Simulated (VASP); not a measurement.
# TaN (Fm-3m) in VASP: notebook

The runs below take TaN through relaxation of cell and atoms, with PBE.

Everything below comes from runs of VASP 6.6.1. Logs are shortened: lines on timing, memory, paths and dates and some standing lists are left out, and cuts for length are marked.

### 1 Starting point

The structure is cubic, space group Fm-3m (No. 225). Conventional cell: a = 4.423 Å, b = 4.423 Å, c = 4.423 Å, α = 90.00°, β = 90.00°, γ = 90.00°. Ta (site symmetry m-3m) has 6 N at 2.21 Å as nearest neighbours. Around N (site symmetry m-3m) lie 6 Ta at 2.21 Å.

The cell comes from a database or a generator and needn't be the stable form of this composition.

### 2 Relaxation of cell and atoms, PBE

File INCAR:

```
SYSTEM = TaN
  PREC = Accurate
  ENCUT = 900
  EDIFF = 1E-7
  ISMEAR = 0
  SIGMA = 0.02
  LREAL = .FALSE.
  LASPH = .TRUE.
  NELM = 60
  ALGO = Normal
  ISIF = 3
  LWAVE = .FALSE.
  LCHARG = .FALSE.
  GGA = PE
  IBRION = 2
  NSW = 80
  EDIFFG = -0.002
```

File KPOINTS:

```
Automatic mesh
0
G
  12 12 12
  0 0 0
```

File POSCAR:

```
TaN
1.0
    0.0000000000      2.2113230000      2.2113230000
    2.2113230000      0.0000000000      2.2113230000
    2.2113230000      2.2113230000      0.0000000000
Ta N
1 1
Direct
    0.5000000000      0.5000000000      0.5000000000
    0.0000000000      0.0000000000      0.0000000000
```

Potentials or basis: VASP PAW PBE potentials, release 64 (Ta_pv, N_h).

Run with:

```bash
cat potpaw_PBE.64/Ta_pv/POTCAR potpaw_PBE.64/N_h/POTCAR > POTCAR
mpirun -np 1 vasp_std > vasp.out
```

OUTCAR:

```text
SYSTEM = TaN
   PREC = Accurate
   ENCUT = 900
   EDIFF = 1E-7
   ISMEAR = 0
   LREAL = .FALSE.
   LASPH = .TRUE.
   NELM = 60
   ISIF = 3
   GGA = PE
   IBRION = 2
   NSW = 80
   EDIFFG = -0.002

 ion  position               nearest neighbor table
   1  0.500  0.500  0.500-   2 2.21   2 2.21   2 2.21   2 2.21   2 2.21   2 2.21
   2  0.000  0.000  0.000-   1 2.21   1 2.21   1 2.21   1 2.21   1 2.21   1 2.21

  LATTYP: Found a face centered cubic cell.
 ALAT       =     4.4226460000

  Lattice vectors:

 A1 = (   0.0000000000,   2.2113230000,   2.2113230000)
 A2 = (   2.2113230000,   0.0000000000,   2.2113230000)
 A3 = (   2.2113230000,   2.2113230000,   0.0000000000)

Analysis of symmetry for initial positions (statically):
=====================================================================
 Subroutine PRICEL returns:
 Original cell was already a primitive cell.

 Routine SETGRP: Setting up the symmetry group for a
 face centered cubic supercell.

 Subroutine GETGRP returns: Found 48 space group operations
 (whereof 48 operations were pure point group operations)
 out of a pool of 48 trial point group operations.

The static configuration has the point symmetry O_h .

Analysis of symmetry for dynamics (positions and initial velocities):
=====================================================================
 Subroutine PRICEL returns:
 Original cell was already a primitive cell.

 Routine SETGRP: Setting up the symmetry group for a
 face centered cubic supercell.

 Subroutine GETGRP returns: Found 48 space group operations
 (whereof 48 operations were pure point group operations)
 out of a pool of 48 trial point group operations.

The dynamic configuration has the point symmetry O_h .

 Subroutine INISYM returns: Found 48 space group operations
 (whereof 48 operations are pure point group operations),
 and found     1 'primitive' translations

----------------------------------------------------------------------------------------

                                     Primitive cell

  volume of cell :      21.6265

  direct lattice vectors                    reciprocal lattice vectors
     0.000000000  2.211323000  2.211323000    -0.226108985  0.226108985  0.226108985
     2.211323000  0.000000000  2.211323000     0.226108985 -0.226108985  0.226108985
     2.211323000  2.211323000  0.000000000     0.226108985  0.226108985 -0.226108985

  length of vectors
     3.127282977  3.127282977  3.127282977     0.391632251  0.391632251  0.391632251

  position of ions in fractional coordinates (direct lattice)
     0.500000000  0.500000000  0.500000000
[... 103 lines left out ...]
   GGA     = PE    functional components
   LHFCALC =     F    Hartree Fock is set to
   AEXX    =    0.0000 exact exchange contribution
   IVDW    =     0    specifies the selected vdW correction
   LEPSILON=     F    determine dielectric tensor
   LRPA    =     F    only Hartree local field effects (RPA)
 conjugate gradient relaxation of ions
 non-spin polarized calculation
 Gauss-broadening in eV      SIGMA  =   0.02
  energy-cutoff  :      900.00
  volume of cell :       21.63
 maximum number of plane-waves:      1363
   NGX = 15   NGY = 15   NGZ = 15

--------------------------------------- Ionic step        1  -------------------------------------------

 number of electron      16.0000001 magnetization

 Free energy of the ion-electron system (eV)
  ---------------------------------------------------
  ext. energy  EPLUGINS =         0.00000000
  ---------------------------------------------------
  free energy    TOTEN  =       -21.83110017 eV

  energy without entropy =      -21.83063934  energy(sigma->0) =      -21.83086975

------------------------ aborting loop because EDIFF is reached ----------------------------------------

  FORCE on cell =-STRESS in cart. coord.  units (eV):
  Direction    XX          YY          ZZ          XY          YZ          ZX
  --------------------------------------------------------------------------------------
  -------------------------------------------------------------------------------------
  Total       -0.0858550     -0.0858550     -0.0858550     -0.0000000      0.0000000      0.0000000
  in kB       -6.3604784     -6.3604784     -6.3604784     -0.0000000      0.0000000      0.0000000
  external PRESSURE =      -6.3604784 kB  Pullay stress =       0.0000000 kB
[... 239 lines left out ...]
--------------------------------------- Ionic step        8  -------------------------------------------

 number of electron      16.0000001 magnetization

 Free energy of the ion-electron system (eV)
  ---------------------------------------------------
  ext. energy  EPLUGINS =         0.00000000
  ---------------------------------------------------
  free energy    TOTEN  =       -21.83118171 eV

  energy without entropy =      -21.83072073  energy(sigma->0) =      -21.83095122

 E-fermi :   9.6266     XC(G=0): -13.3690

 val. band max:        9.6211447378   @ k =  -0.2500   0.1667   0.0000
 cond. band min:       9.6590729489   @ k =  -0.2500   0.4167   0.1667
 fundamental gap:      0.0379282112
 Fermi energy:         9.6265867561

 k-point     1 :       0.0000    0.0000    0.0000
  band No.  band energies     occupation
      1     -26.1132      2.00000
      2     -26.1132      2.00000
      3     -26.1132      2.00000
      4      -9.0515      2.00000
      5       5.9054      2.00000
      6       5.9054      2.00000
      7       5.9054      2.00000
      8       7.6280      2.00000
      9       7.6280      2.00000
     10       7.6280      2.00000
     11       9.7526      0.00000
     12       9.7526      0.00000
[... 331 lines left out ...]
 k-point    24 :      -0.4167    0.1667    0.0000
  band No.  band energies     occupation
      1     -26.8342      2.00000
      2     -26.3352      2.00000
      3     -26.2209      2.00000
      4      -6.4830      2.00000
      5       0.1664      2.00000
      6       2.5074      2.00000
      7       2.5834      2.00000
      8      10.3191      0.00000
      9      11.1805      0.00000
     10      11.3363      0.00000
     11      14.6840      0.00000
     12      16.8068      0.00000

 [... further k-points ...]

------------------------ aborting loop because EDIFF is reached ----------------------------------------

  FORCE on cell =-STRESS in cart. coord.  units (eV):
  Direction    XX          YY          ZZ          XY          YZ          ZX
  --------------------------------------------------------------------------------------
  -------------------------------------------------------------------------------------
  Total       -0.0008982     -0.0008982     -0.0008982      0.0000000     -0.0000000      0.0000000
  in kB       -0.0666616     -0.0666616     -0.0666616      0.0000000     -0.0000000      0.0000000
  external PRESSURE =      -0.0666616 kB  Pullay stress =       0.0000000 kB
[... 17 lines left out ...]
  FREE ENERGIE OF THE ION-ELECTRON SYSTEM (eV)
  ---------------------------------------------------
  free  energy   TOTEN  =       -21.8311817102 eV

  energy  without entropy=      -21.8307207304  energy(sigma->0) =      -21.83095122

 reached required accuracy - stopping structural energy minimisation
```

CONTCAR:

```text
TaN
   1.00000000000000
     0.0000000000000000    2.2099696297509803    2.2099696297509803
     2.2099696297509803   -0.0000000000000000    2.2099696297509803
     2.2099696297509803    2.2099696297509803    0.0000000000000000
  Ta              N
     1     1
Direct
     0.5000000000000000    0.5000000000000000    0.5000000000000000
     0.0000000000000000    0.0000000000000000    0.0000000000000000

  0.00000000E+00  0.00000000E+00  0.00000000E+00
  0.00000000E+00  0.00000000E+00  0.00000000E+00
```

It took 73 s on 1 thread of AMD EPYC 9R14 (Zen 4), shared host; peak memory 0.19 GiB.

Results:

```yaml
Free_energy: -21.8312 eV
Relaxed_volume: 10.79 Å³/atom
Relaxed_cell: a = 3.125 Å, b = 3.125 Å, c = 3.125 Å, α = 60.00°, β = 60.00°, γ = 60.00°
Space_group_after_relaxing_to_0.05_Å: Fm-3m (No. 225)
Energy_gained_by_relaxing: 0.0 meV/atom
Ionic_steps: 8
Pressure_after_relaxing: 0.0 GPa
Band_gap_on_the_k_mesh: none (metal or under the smearing width)
```

Final structure:
```cif
data_structure
_symmetry_space_group_name_H-M 'P 1'
_symmetry_Int_Tables_number 1
_cell_length_a 3.1254
_cell_length_b 3.1254
_cell_length_c 3.1254
_cell_angle_alpha 60.000
_cell_angle_beta 60.000
_cell_angle_gamma 60.000
_cell_volume 21.59
loop_
_atom_site_label
_atom_site_type_symbol
_atom_site_fract_x
_atom_site_fract_y
_atom_site_fract_z
_atom_site_occupancy
Ta1 Ta 0.50000 0.50000 0.50000 1
N1 N 0.00000 0.00000 0.00000 1
```

Caveat: the cutoff is under 1.25 times the usual one of these potentials, so pressure, stress and relaxed cells hold a basis-set (Pulay) error. The run has no spin-orbit coupling, so splittings on Ta are missing.

### 3 Relaxation of cell and atoms, PBE

INCAR is that of step 2.

KPOINTS is that of step 2.

File POSCAR:

```
TaN                                     
1.0
    0.0000000000      2.2099696298      2.2099696298
    2.2099696298     -0.0000000000      2.2099696298
    2.2099696298      2.2099696298      0.0000000000
  Ta              N             
     1     1
Direct
     0.5000000000000000    0.5000000000000000    0.5000000000000000
     0.0000000000000000    0.0000000000000000    0.0000000000000000
```

Potentials or basis: VASP PAW PBE potentials, release 64 (Ta_pv, N_h).

Run with:

```bash
cat potpaw_PBE.64/Ta_pv/POTCAR potpaw_PBE.64/N_h/POTCAR > POTCAR
mpirun -np 1 vasp_std > vasp.out
```

OUTCAR:

```text
SYSTEM = TaN
   PREC = Accurate
   ENCUT = 900
   EDIFF = 1E-7
   ISMEAR = 0
   LREAL = .FALSE.
   LASPH = .TRUE.
   NELM = 60
   ISIF = 3
   GGA = PE
   IBRION = 2
   NSW = 80
   EDIFFG = -0.002

 ion  position               nearest neighbor table
   1  0.500  0.500  0.500-   2 2.21   2 2.21   2 2.21   2 2.21   2 2.21   2 2.21
   2  0.000  0.000  0.000-   1 2.21   1 2.21   1 2.21   1 2.21   1 2.21   1 2.21

  LATTYP: Found a face centered cubic cell.
 ALAT       =     4.4199392596

  Lattice vectors:

 A1 = (   0.0000000000,   2.2099696298,   2.2099696298)
 A2 = (   2.2099696298,   0.0000000000,   2.2099696298)
 A3 = (   2.2099696298,   2.2099696298,   0.0000000000)

Analysis of symmetry for initial positions (statically):
=====================================================================
 Subroutine PRICEL returns:
 Original cell was already a primitive cell.

 Routine SETGRP: Setting up the symmetry group for a
 face centered cubic supercell.

 Subroutine GETGRP returns: Found 48 space group operations
 (whereof 48 operations were pure point group operations)
 out of a pool of 48 trial point group operations.

The static configuration has the point symmetry O_h .

Analysis of symmetry for dynamics (positions and initial velocities):
=====================================================================
 Subroutine PRICEL returns:
 Original cell was already a primitive cell.

[... 233 lines left out ...]
  ext. energy  EPLUGINS =         0.00000000
  ---------------------------------------------------
  free energy    TOTEN  =       -21.83110865 eV

  energy without entropy =      -21.83064764  energy(sigma->0) =      -21.83087814

 E-fermi :   9.6278     XC(G=0): -13.3695

 val. band max:        9.6223433732   @ k =  -0.2500   0.1667   0.0000
 cond. band min:       9.6602667001   @ k =  -0.2500   0.4167   0.1667
 fundamental gap:      0.0379233270
 Fermi energy:         9.6277909061

 k-point     1 :       0.0000    0.0000    0.0000
  band No.  band energies     occupation
      1     -26.1116      2.00000
      2     -26.1116      2.00000
      3     -26.1116      2.00000
      4      -9.0512      2.00000
      5       5.9063      2.00000
      6       5.9063      2.00000
      7       5.9063      2.00000
      8       7.6289      2.00000
      9       7.6289      2.00000
     10       7.6289      2.00000
     11       9.7539      0.00000
     12       9.7539      0.00000
[... 331 lines left out ...]
 k-point    24 :      -0.4167    0.1667    0.0000
  band No.  band energies     occupation
      1     -26.8329      2.00000
      2     -26.3336      2.00000
      3     -26.2193      2.00000
      4      -6.4821      2.00000
      5       0.1668      2.00000
      6       2.5079      2.00000
      7       2.5840      2.00000
      8      10.3203      0.00000
      9      11.1819      0.00000
     10      11.3378      0.00000
     11      14.6860      0.00000
     12      16.8090      0.00000

 [... further k-points ...]

------------------------ aborting loop because EDIFF is reached ----------------------------------------

  FORCE on cell =-STRESS in cart. coord.  units (eV):
  Direction    XX          YY          ZZ          XY          YZ          ZX
  --------------------------------------------------------------------------------------
  -------------------------------------------------------------------------------------
  Total       -0.0000734     -0.0000734     -0.0000734      0.0000000      0.0000000      0.0000000
  in kB       -0.0054449     -0.0054449     -0.0054449      0.0000000      0.0000000      0.0000000
  external PRESSURE =      -0.0054449 kB  Pullay stress =       0.0000000 kB
[... 17 lines left out ...]
  FREE ENERGIE OF THE ION-ELECTRON SYSTEM (eV)
  ---------------------------------------------------
  free  energy   TOTEN  =       -21.8311086475 eV

  energy  without entropy=      -21.8306476354  energy(sigma->0) =      -21.83087814

 reached required accuracy - stopping structural energy minimisation
```

It took 42 s on 1 thread of AMD EPYC 9R14 (Zen 4), shared host; peak memory 0.18 GiB.

What came out:

```
Free energy               : -21.8311 eV
Energy gained by relaxing : 0.0 meV/atom
Ionic steps               : 3
Pressure after relaxing   : 0.0 GPa
Band gap on the k mesh    : none (metal or under the smearing width)
```

Final structure:
```cif
data_structure
_symmetry_space_group_name_H-M 'P 1'
_symmetry_Int_Tables_number 1
_cell_length_a 3.1253
_cell_length_b 3.1253
_cell_length_c 3.1253
_cell_angle_alpha 60.000
_cell_angle_beta 60.000
_cell_angle_gamma 60.000
_cell_volume 21.58
loop_
_atom_site_label
_atom_site_type_symbol
_atom_site_fract_x
_atom_site_fract_y
_atom_site_fract_z
_atom_site_occupancy
Ta1 Ta 0.50000 0.50000 0.50000 1
N1 N 0.00000 0.00000 0.00000 1
```

Levels at points of the mesh, in eV from the Fermi level:
| k point | band 4 | band 5 | band 6 | band 7 | band 8 | band 9 | band 10 | band 11 | band 12 |
| --- | --- | --- | --- | --- | --- | --- | --- | --- | --- |
| (0.00, 0.00, 0.00) | -18.68 | -3.72 | -3.72 | -3.72 | -2.00 | -2.00 | -2.00 | 0.13 | 0.13 |
| (0.50, 0.00, 0.00) | -15.75 | -10.19 | -7.41 | -7.41 | 1.92 | 1.92 | 2.01 | 3.84 | 7.44 |
| (0.50, 0.50, 0.00) | -17.43 | -6.55 | -5.30 | -4.54 | -4.54 | 2.13 | 3.53 | 3.53 | 4.44 |

Caveat: the cutoff is under 1.25 times the usual one of these potentials, so pressure, stress and relaxed cells hold a basis-set (Pulay) error. The run has no spin-orbit coupling, so splittings on Ta are missing.
